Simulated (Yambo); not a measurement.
# KI (Fm-3m) in Yambo: notebook

The runs below take KI through optical spectrum, G0W0 quasiparticle levels, Hartree-Fock levels, with PBEsol, LDA.

Program: Yambo 5.3.0. These are calculated values, not measurements. Logs are shortened: lines on timing, memory, paths and dates and some standing lists are left out, and cuts for length are marked.

**Experimental background.**

From a printed reference work, monograph, for a bulk crystal of KI: band gap 6.32 eV.

How close the calculation comes is told below.

### 1 Starting point

The structure is cubic, space group Fm-3m (No. 225). Conventional cell: a = 7.066 Å, b = 7.066 Å, c = 7.066 Å, α = 90.00°, β = 90.00°, γ = 90.00°. Around I (site symmetry m-3m) lie 6 K at 3.53 Å. K (site symmetry m-3m) has 6 I at 3.53 Å as nearest neighbours.

### 2 Optical spectrum, PBEsol

File optics3.in:

```
optics
chi
Chimod= "IP"
% BndsRnXd
 1 | 23 |
%
% LongDrXd
 0 | 0 | 1 |
%
% QpntsRXd
 1 | 1 |
%
% EnRngeXd
 0 | 15 | eV
%
% DmRngeXd
 0.3 | 0.3 | eV
%
ETStpsXd= 150
```

File scf.in:

```
&CONTROL
  calculation = 'scf'
  prefix = 'pwscf'
  outdir = './tmp'
  pseudo_dir = './pseudo'
/
&SYSTEM
  ibrav = 0
  nat = 2
  ntyp = 2
  ecutwfc = 74
  nbnd = 14
  occupations = 'smearing'
  smearing = 'fd'
  degauss = 0.00367493
  force_symmorphic = .true.
/
&ELECTRONS
  conv_thr = 4d-10
  electron_maxstep = 120
  mixing_beta = 0.5
/
ATOMIC_SPECIES
I    126.9045 I.upf
K     39.0983 K.upf
CELL_PARAMETERS angstrom
   0.0000000000    3.5327750000    3.5327750000
   3.5327750000    0.0000000000    3.5327750000
   3.5327750000    3.5327750000    0.0000000000
ATOMIC_POSITIONS crystal
I      0.5000000000    0.5000000000    0.5000000000
K      0.0000000000    0.0000000000    0.0000000000
K_POINTS automatic
12 12 12 0 0 0
```

File nscf.in:

```
&CONTROL
  calculation = 'nscf'
  prefix = 'pwscf'
  outdir = './tmp'
  pseudo_dir = './pseudo'
/
&SYSTEM
  ibrav = 0
  nat = 2
  ntyp = 2
  ecutwfc = 74
  nbnd = 28
  occupations = 'fixed'
  force_symmorphic = .true.
/
&ELECTRONS
  conv_thr = 1d-08
  diago_full_acc = .true.
  diago_thr_init = 1d-06
/
ATOMIC_SPECIES
I    126.9045 I.upf
K     39.0983 K.upf
CELL_PARAMETERS angstrom
   0.0000000000    3.5327750000    3.5327750000
   3.5327750000    0.0000000000    3.5327750000
   3.5327750000    3.5327750000    0.0000000000
ATOMIC_POSITIONS crystal
I      0.5000000000    0.5000000000    0.5000000000
K      0.0000000000    0.0000000000    0.0000000000
K_POINTS automatic
12 12 12 0 0 0
```

Potentials or basis: PseudoDojo 0.4.1 SR PBEsol standard.

Command:

```bash
OMP_NUM_THREADS=1 pw.x -in scf.in > scf.out
OMP_NUM_THREADS=1 pw.x -in nscf.in > nscf.out
cd tmp/pwscf.save; p2y; mv SAVE ../..; cd ../..
OMP_NUM_THREADS=1 yambo
OMP_NUM_THREADS=1 yambo -F optics3.in -J optics3 -C optics3_out
```

Yambo's report:

```text
[... sections 02.01 to 02.04 as in the set-up run ...]

  [02.05] Energies & Occupations
  ==============================

  [X] === General ===
  [X] Electronic Temperature                        :  0.000000  0.000000 [eV K]
  [X] Bosonic    Temperature                        :  0.000000  0.000000 [eV K]
  [X] Finite Temperature mode                       : no
  [X] El. density                                   :  0.18144E+24 [cm-3]
  [X] Fermi Level                                   :  1.282588 [eV]

  [X] === Gaps and Widths ===
  [X] Conduction Band Min                           :  3.815054 [eV]
  [X] Valence Band Max                              :  0.000000 [eV]
  [X] Filled Bands                                  :   8
  [X] Empty Bands                                   :   9  28
  [X] Direct Gap                                    :  3.815054 [eV]
  [X] Direct Gap localized at k                     :  1
  [X] Indirect Gap                                  :  3.815054 [eV]
  [X] Indirect Gap between kpts                     :  1  1
  [X] Last valence band width                       :  0.610685 [eV]
  [X] 1st conduction band width                     :  2.559945 [eV]

 [03] Transferred momenta grid and indexing
 ==========================================

 IBZ Q-points                                      :   72
 BZ  Q-points                                      :  1728

 K/Q-points units:
 rlu = crystal or reduced units; cc = cartesian coordinates; iku = interal k-units

 Q [ 1]         [rlu]:  0.000000  0.000000  0.000000
 Q [ 2]         [rlu]: -0.25358E-17 -0.25358E-17  0.83333E-01
 Q [ 3]         [rlu]: -0.42040E-17 -0.42040E-17  0.16667
 Q [ 4]         [rlu]: -0.66843E-18 -0.66843E-18  0.25000
 Q [ 5]         [rlu]: -0.84080E-17 -0.84080E-17  0.33333
 Q [ 6]         [rlu]: -0.83427E-17 -0.83427E-17  0.41667
 Q [ 7]         [rlu]:  0.13369E-17  0.13369E-17 -0.50000
 Q [ 8]         [rlu]: -0.68087E-18  0.83333E-01  0.83333E-01
 Q [ 9]         [rlu]: -0.21020E-17  0.83333E-01  0.16667
 Q [10]         [rlu]: -0.42040E-17  0.83333E-01  0.25000
 Q [11]         [rlu]: -0.66843E-18  0.83333E-01  0.33333
 Q [12]         [rlu]: -0.43104E-16  0.83333E-01  0.41667
 Q [13]         [rlu]:  0.33299E-18  0.83333E-01  0.50000
 Q [14]         [rlu]: -0.21334E-17  0.83333E-01 -0.41667
 Q [15]         [rlu]:  0.11813E-16  0.83333E-01 -0.33333
[... 33 lines left out ...]
 Q [49]         [rlu]:  0.083333  0.250000  0.333333
 Q [50]         [rlu]:  0.083333  0.250000  0.416667

 Remaining 22 points informations can be written running with -fatlog

 [WARNING] [Xd] User bands 1-23 break level degeneracy

 [04] Dipoles
 ============

  [04.01] Setup: observables and procedures
  =========================================

  [WF-Oscillators/G space/Transverse up loader] Normalization (few states)  min/max  :  0.15516E-16   1.0000

  [WR./optics3//ndb.dipoles]------------------------------------------------------
   Brillouin Zone Q/K grids (IBZ/BZ)                :    72  1728    72  1728
   RL vectors                                       :   7799 [WF]
   Fragmentation                                    : yes
   Electronic Temperature                           :  0.000000 [K]
   Bosonic    Temperature                           :  0.000000 [K]
   DIP band range                                   :   1  23
   DIP band range limits                            :   8   9
   DIP e/h energy range                             : -1.000000 -1.000000 [eV]
   RL vectors in the sum                            :   7799
   [r,Vnl] included                                 : yes
   Bands ordered                                    : yes
   Direct v evaluation                              : no
   Approach used                                    : G-space v
   Dipoles computed                                 : R V P [G-space]
   Wavefunctions                                    : Perdew, Burke & Ernzerhof SOL(X)+Perdew, Burke & Ernzerhof SOL(C)

  [WARNING] [r,Vnl^pseudo] included in position and velocity dipoles.

  [WARNING] In case H contains other non local terms, these are neglected

 [05] Optics
 ===========

 [X-CG] R(p) Tot o/o(of R):    7257  207360     100
```

It took 5.6 min on 1 thread of Arm Neoverse V1, shared host; peak memory 0.3 GiB.

What came out:

```
Band gap on the k mesh, mean-field level       : 3.82 eV, direct
Absorption peak                                : 6.04 eV
Electronic dielectric constant along the field : 3.25
```

Dielectric function (along the field direction of the input):
```csv
energy (eV),real part,imaginary part
0.30,3.25,0.09
0.81,3.28,0.10
1.31,3.33,0.11
1.81,3.41,0.12
2.32,3.54,0.14
2.82,3.72,0.18
3.32,3.99,0.26
3.83,4.39,0.49
4.33,4.75,0.94
4.83,5.20,1.54
5.34,5.64,2.94
5.84,4.30,4.78
6.34,2.34,4.60
6.85,2.01,3.83
7.35,1.92,4.37
7.85,0.24,4.41
8.36,-0.24,3.40
8.86,-0.69,2.83
9.36,-0.91,1.86
9.87,-0.46,1.09
10.37,0.08,0.90
10.87,0.22,1.03
11.38,0.27,0.77
11.88,0.62,0.68
12.38,0.83,1.03
12.89,0.54,1.29
13.39,0.13,1.06
13.89,0.16,0.70
14.40,0.28,0.49
15.00,0.52,0.39
```

Caveat: independent-particle spectra lack excitons; spin-orbit coupling is left out, which moves the levels of the heavy elements.

### 3 Optical spectrum, PBEsol

File optics4.in:

```
optics
chi
Chimod= "HARTREE"
% BndsRnXd
 1 | 23 |
%
NGsBlkXd= 1 Ry
% LongDrXd
 0 | 1 | 0 |
%
% QpntsRXd
 1 | 1 |
%
% EnRngeXd
 0 | 30 | eV
%
% DmRngeXd
 0.2 | 0.2 | eV
%
ETStpsXd= 200
```

scf.in is that of step 2.

nscf.in is that of step 2.

Potentials or basis: PseudoDojo 0.4.1 SR PBEsol standard.

Command:

```bash
OMP_NUM_THREADS=1 pw.x -in scf.in > scf.out
OMP_NUM_THREADS=1 pw.x -in nscf.in > nscf.out
cd tmp/pwscf.save; p2y; mv SAVE ../..; cd ../..
OMP_NUM_THREADS=1 yambo
OMP_NUM_THREADS=1 yambo -F optics4.in -J optics4 -C optics4_out
```

Yambo's report:

```text
[... sections 02.01 to 02.04 as in the set-up run ...]

  [02.05] Energies & Occupations
  ==============================

  [X] === General ===
  [X] Electronic Temperature                        :  0.000000  0.000000 [eV K]
  [X] Bosonic    Temperature                        :  0.000000  0.000000 [eV K]
  [X] Finite Temperature mode                       : no
  [X] El. density                                   :  0.18144E+24 [cm-3]
  [X] Fermi Level                                   :  1.282588 [eV]

  [X] === Gaps and Widths ===
  [X] Conduction Band Min                           :  3.815054 [eV]
  [X] Valence Band Max                              :  0.000000 [eV]
  [X] Filled Bands                                  :   8
  [X] Empty Bands                                   :   9  28
  [X] Direct Gap                                    :  3.815054 [eV]
  [X] Direct Gap localized at k                     :  1
  [X] Indirect Gap                                  :  3.815054 [eV]
  [X] Indirect Gap between kpts                     :  1  1
  [X] Last valence band width                       :  0.610685 [eV]
  [X] 1st conduction band width                     :  2.559945 [eV]

 [03] Transferred momenta grid and indexing
[... 64 lines left out ...]
 ============

  [04.01] Setup: observables and procedures
  =========================================

  [WF-Oscillators/G space/Transverse up loader] Normalization (few states)  min/max  :  0.15516E-16   1.0000

  [WR./optics4//ndb.dipoles]------------------------------------------------------
   Brillouin Zone Q/K grids (IBZ/BZ)                :    72  1728    72  1728
   RL vectors                                       :   7799 [WF]
   Fragmentation                                    : yes
   Electronic Temperature                           :  0.000000 [K]
   Bosonic    Temperature                           :  0.000000 [K]
   DIP band range                                   :   1  23
   DIP band range limits                            :   8   9
   DIP e/h energy range                             : -1.000000 -1.000000 [eV]
   RL vectors in the sum                            :   7799
   [r,Vnl] included                                 : yes
   Bands ordered                                    : yes
   Direct v evaluation                              : no
   Approach used                                    : G-space v
   Dipoles computed                                 : R V P [G-space]
   Wavefunctions                                    : Perdew, Burke & Ernzerhof SOL(X)+Perdew, Burke & Ernzerhof SOL(C)

  [WARNING] [r,Vnl^pseudo] included in position and velocity dipoles.

  [WARNING] In case H contains other non local terms, these are neglected

 [05] Optics
 ===========

 [X-CG] R(p) Tot o/o(of R):    7257  207360     100
```

Run time: 5.7 min. Hardware: 1 thread of Arm Neoverse V1, shared host; peak memory 0.79 GiB.

What came out:

```yaml
Band_gap_on_the_k_mesh_mean-field_level: 3.82 eV, direct
Absorption_peak: 6.18 eV
Electronic_dielectric_constant_along_the_field: 2.71
Electronic_dielectric_constant_along_the_field_independent_particles: 3.25
```

Dielectric function (along the field direction of the input):
```tsv
energy (eV)	real part	imaginary part
0.30	2.71	0.04
1.21	2.75	0.05
2.26	2.90	0.06
3.32	3.24	0.13
4.37	3.79	0.76
5.43	4.28	2.19
6.48	1.56	2.90
7.39	2.05	1.97
8.44	1.52	2.34
9.50	0.12	2.85
10.55	0.21	0.91
11.61	0.33	0.57
12.66	1.00	0.48
13.57	1.19	0.91
14.62	0.73	1.07
15.68	0.94	0.68
16.73	1.06	1.13
17.79	0.02	1.02
18.84	0.31	0.47
19.90	0.49	0.18
```

Energy-loss function:
```tsv
energy (eV)	loss
0.0	0.006
1.4	0.006
2.6	0.008
3.9	0.029
5.3	0.079
6.5	0.267
7.8	0.252
9.2	0.329
10.4	1.045
11.8	1.213
13.1	0.345
14.3	0.507
15.7	0.507
16.9	0.458
18.2	1.657
19.6	1.189
20.8	0.561
22.2	0.205
23.5	0.606
24.7	0.270
26.1	0.512
27.4	0.229
28.6	0.169
30.0	5.538
```

Caveat: these spectra lack excitons; spin-orbit coupling is left out, which moves the levels of the heavy elements.

### 4 Optical spectrum, PBEsol

File optics5.in:

```
optics
chi
Chimod= "HARTREE"
% BndsRnXd
 1 | 13 |
%
NGsBlkXd= 1 Ry
% LongDrXd
 0 | 1 | 0 |
%
% QpntsRXd
 1 | 1 |
%
% EnRngeXd
 0 | 20 | eV
%
% DmRngeXd
 0.2 | 0.2 | eV
%
ETStpsXd= 300
```

scf.in is that of step 3.

nscf.in is that of step 3.

Potentials or basis: PseudoDojo 0.4.1 SR PBEsol standard.

Command:

```bash
OMP_NUM_THREADS=1 pw.x -in scf.in > scf.out
OMP_NUM_THREADS=1 pw.x -in nscf.in > nscf.out
cd tmp/pwscf.save; p2y; mv SAVE ../..; cd ../..
OMP_NUM_THREADS=1 yambo
OMP_NUM_THREADS=1 yambo -F optics5.in -J optics5 -C optics5_out
```

Yambo's report:

```text
[... sections 02.01 to 02.04 as in the set-up run ...]

  [02.05] Energies & Occupations
  ==============================

  [X] === General ===
  [X] Electronic Temperature                        :  0.000000  0.000000 [eV K]
  [X] Bosonic    Temperature                        :  0.000000  0.000000 [eV K]
  [X] Finite Temperature mode                       : no
  [X] El. density                                   :  0.18144E+24 [cm-3]
  [X] Fermi Level                                   :  1.282588 [eV]

  [X] === Gaps and Widths ===
  [X] Conduction Band Min                           :  3.815054 [eV]
  [X] Valence Band Max                              :  0.000000 [eV]
  [X] Filled Bands                                  :   8
  [X] Empty Bands                                   :   9  28
  [X] Direct Gap                                    :  3.815054 [eV]
  [X] Direct Gap localized at k                     :  1
  [X] Indirect Gap                                  :  3.815054 [eV]
  [X] Indirect Gap between kpts                     :  1  1
  [X] Last valence band width                       :  0.610685 [eV]
  [X] 1st conduction band width                     :  2.559945 [eV]

 [03] Transferred momenta grid and indexing
 ==========================================

 IBZ Q-points                                      :   72
 BZ  Q-points                                      :  1728

 K/Q-points units:
 rlu = crystal or reduced units; cc = cartesian coordinates; iku = interal k-units

 Q [ 1]         [rlu]:  0.000000  0.000000  0.000000
 Q [ 2]         [rlu]: -0.25358E-17 -0.25358E-17  0.83333E-01
 Q [ 3]         [rlu]: -0.42040E-17 -0.42040E-17  0.16667
 Q [ 4]         [rlu]: -0.66843E-18 -0.66843E-18  0.25000
 Q [ 5]         [rlu]: -0.84080E-17 -0.84080E-17  0.33333
 Q [ 6]         [rlu]: -0.83427E-17 -0.83427E-17  0.41667
 Q [ 7]         [rlu]:  0.13369E-17  0.13369E-17 -0.50000
 Q [ 8]         [rlu]: -0.68087E-18  0.83333E-01  0.83333E-01
 Q [ 9]         [rlu]: -0.21020E-17  0.83333E-01  0.16667
 Q [10]         [rlu]: -0.42040E-17  0.83333E-01  0.25000
 Q [11]         [rlu]: -0.66843E-18  0.83333E-01  0.33333
 Q [12]         [rlu]: -0.43104E-16  0.83333E-01  0.41667
 Q [13]         [rlu]:  0.33299E-18  0.83333E-01  0.50000
 Q [14]         [rlu]: -0.21334E-17  0.83333E-01 -0.41667
 Q [15]         [rlu]:  0.11813E-16  0.83333E-01 -0.33333
[... 33 lines left out ...]
 Q [49]         [rlu]:  0.083333  0.250000  0.333333
 Q [50]         [rlu]:  0.083333  0.250000  0.416667

 Remaining 22 points informations can be written running with -fatlog

 [WARNING] [Xd] User bands 1-13 break level degeneracy

 [04] Dipoles
 ============

  [04.01] Setup: observables and procedures
  =========================================

  [WF-Oscillators/G space/Transverse up loader] Normalization (few states)  min/max  :  0.15516E-16   1.0000

  [WR./optics5//ndb.dipoles]------------------------------------------------------
   Brillouin Zone Q/K grids (IBZ/BZ)                :    72  1728    72  1728
   RL vectors                                       :   7799 [WF]
   Fragmentation                                    : yes
   Electronic Temperature                           :  0.000000 [K]
   Bosonic    Temperature                           :  0.000000 [K]
   DIP band range                                   :   1  13
   DIP band range limits                            :   8   9
   DIP e/h energy range                             : -1.000000 -1.000000 [eV]
   RL vectors in the sum                            :   7799
   [r,Vnl] included                                 : yes
   Bands ordered                                    : yes
   Direct v evaluation                              : no
   Approach used                                    : G-space v
   Dipoles computed                                 : R V P [G-space]
   Wavefunctions                                    : Perdew, Burke & Ernzerhof SOL(X)+Perdew, Burke & Ernzerhof SOL(C)

  [WARNING] [r,Vnl^pseudo] included in position and velocity dipoles.

  [WARNING] In case H contains other non local terms, these are neglected

 [05] Optics
 ===========

 [X-CG] R(p) Tot o/o(of R):    2506   69120     100
```

Run time: 5.6 min. Hardware: 1 thread of Arm Neoverse V1, shared host; peak memory 0.58 GiB.

Results:

* Band gap on the k mesh, mean-field level: 3.82 eV, direct
* Absorption peak: 9.77 eV
* Electronic dielectric constant along the field: 2.53
* Electronic dielectric constant along the field, independent particles: 2.85

Dielectric function (along the field direction of the input):
```csv
energy (eV),real part,imaginary part
0.27,2.53,0.04
0.74,2.55,0.04
1.27,2.58,0.04
1.74,2.64,0.05
2.27,2.72,0.06
2.74,2.84,0.08
3.28,3.04,0.12
3.75,3.34,0.25
4.28,3.57,0.65
4.82,3.79,1.05
5.28,4.07,1.59
5.82,3.52,3.04
6.29,2.05,3.26
6.82,1.45,2.18
7.29,1.95,1.81
7.83,2.20,2.41
8.36,1.82,2.54
8.83,2.00,3.07
9.36,1.37,4.27
9.83,-2.50,5.36
10.37,-2.23,0.88
10.84,-1.15,0.35
11.37,-0.54,0.18
11.84,-0.23,0.12
12.37,0.02,0.09
12.91,0.20,0.07
13.38,0.32,0.05
13.91,0.43,0.05
14.38,0.51,0.04
14.92,0.60,0.04
15.38,0.67,0.04
15.92,0.74,0.07
16.45,0.80,0.09
16.92,0.85,0.13
17.46,0.86,0.19
17.93,0.85,0.21
18.46,0.86,0.20
18.93,0.87,0.22
19.46,0.88,0.22
20.00,0.94,0.17
```

Caveat: these spectra lack excitons; spin-orbit coupling is left out, which moves the levels of the heavy elements.

(Continued in part 2 of 2.)
